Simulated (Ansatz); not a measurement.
# TaN: stress in a strained cell

Aim: deform TaN (equal xx and yy strain of +2 %) and compute stress, forces and field gradients with LAPW, PAW and all-electron datasets made for the crystal.

Method: DFT PBE, scalar-relativistic, in Ansatz 0.2.0.

### Step 1. The system as given

It takes space group P6_3mc (No. 186, hexagonal). Conventional cell: a = 3.050 Å, b = 3.050 Å, c = 4.940 Å, α = 90.00°, β = 90.00°, γ = 120.00°. Ta (site symmetry 3m) is surrounded by 4 N at 1.85 to 1.90 Å. Around N (site symmetry 3m) lie 4 Ta at 1.85 to 1.90 Å.

As a file:

```
CELL_PARAMETERS angstrom
3.05000 0.00000 0.00000
-1.52500 2.64138 0.00000
0.00000 0.00000 4.94000
ATOMIC_POSITIONS crystal
Ta 0.33333 0.66667 0.00000
Ta 0.66667 0.33333 0.50000
N 0.33333 0.66667 0.38500
N 0.66667 0.33333 0.88500
```

Atoms are numbered in the order of the input: Ta1, Ta2, N3, N4.

### Step 2. After the deformation

Space group P6_3mc before, P6_3mc after.

### Step 3. Full-potential LAPW

The input, input.yaml:

```yaml
crystal:
  lattice:
    - [3.1110011123, 0.0, 0.0]
    - [-1.5555005562, 2.6942059945, 0.0]
    - [0.0, 0.0, 4.94]
  atoms:
    - { symbol: Ta, position: [0.3333333333, 0.6666666667, 0.0] }
    - { symbol: Ta, position: [0.6666666667, 0.3333333333, 0.5] }
    - { symbol: "N", position: [0.3333333333, 0.6666666667, 0.385] }
    - { symbol: "N", position: [0.6666666667, 0.3333333333, 0.885] }
kpoints:
  mp_grid: { grid: [9, 9, 5] }
  band_path:
    path:
      - [0.0, 0.0, 0.0]
      - [0.5, 0.0, 0.0]
      - [0.3333333333, 0.3333333333, 0.0]
      - [0.0, 0.0, 0.0]
      - [0.0, 0.0, 0.5]
      - [0.5, 0.0, 0.5]
      - [0.3333333333, 0.3333333333, 0.5]
      - [0.0, 0.0, 0.5]
      - [0.5, 0.0, 0.5]
    npoints: 5
scf:
  occupations: { method: fermi_dirac, width: 0.01 }
hamiltonian:
  xc: pbe
  pseudopotentials: { kind: all_electron, lapw: { basis_error: 0.001 } }
output:
  forces: true
  stress: true
  eigenvalues: true
```

Launch:

```console
$ ansatz run input.yaml --threads 1 --pin off --max-ram 4096MiB --backend cpu --events-out ev --progress --plain --runs-dir out
```

### Step 4. PAW with frozen cores

The input, input.yaml:

```yaml
crystal:
  lattice:
    - [3.1110011123, 0.0, 0.0]
    - [-1.5555005562, 2.6942059945, 0.0]
    - [0.0, 0.0, 4.94]
  atoms:
    - { symbol: Ta, position: [0.3333333333, 0.6666666667, 0.0] }
    - { symbol: Ta, position: [0.6666666667, 0.3333333333, 0.5] }
    - { symbol: "N", position: [0.3333333333, 0.6666666667, 0.385] }
    - { symbol: "N", position: [0.6666666667, 0.3333333333, 0.885] }
kpoints:
  mp_grid: { grid: [9, 9, 5] }
scf:
  occupations: { method: fermi_dirac, width: 0.01 }
hamiltonian:
  xc: pbe
  pseudopotentials: { kind: paw }
output:
  forces: true
  stress: true
  eigenvalues: true
  efg: { contact_densities: true }
  write_density: true
  write_potential: true
  elf: true
  volumetric_format: npy
```

### Step 5. Datasets made for this crystal

Edit input.yaml of step 4 so:

```diff
@@ -16,3 +16,3 @@
   xc: pbe
-  pseudopotentials: { kind: paw }
+  pseudopotentials: { kind: all_electron, datasets: crystal }
 output:
@@ -22,5 +22 @@
   efg: { contact_densities: true }
-  write_density: true
-  write_potential: true
-  elf: true
-  volumetric_format: npy
```

(Steps that only read results are left out.)

**Question.** What will these runs give? Wanted: pressure; largest shear or deviatoric stress.

The runs gave:

| quantity | value |
| --- | --- |
| pressure | LAPW 107.56, PAW 109.27, crystal datasets 107.56 GPa |
| largest shear or deviatoric stress (LAPW) | 7.46 GPa |

The largest part of the stress beyond the pressure is 7.46 GPa in size, in the zz component; the atoms are carried along and not relaxed. No run of the undeformed cell stands beside it, so the pressure holds what the given cell had before the change. PAW: stress within 1.78 GPa of LAPW, forces within 1 meV/Å. Crystal datasets: stress within 0.01 GPa of LAPW, forces within 1 meV/Å. Spin-orbit coupling is left out, though the cell holds Ta; in elements this heavy it can shift bands and gaps by tenths of an eV.
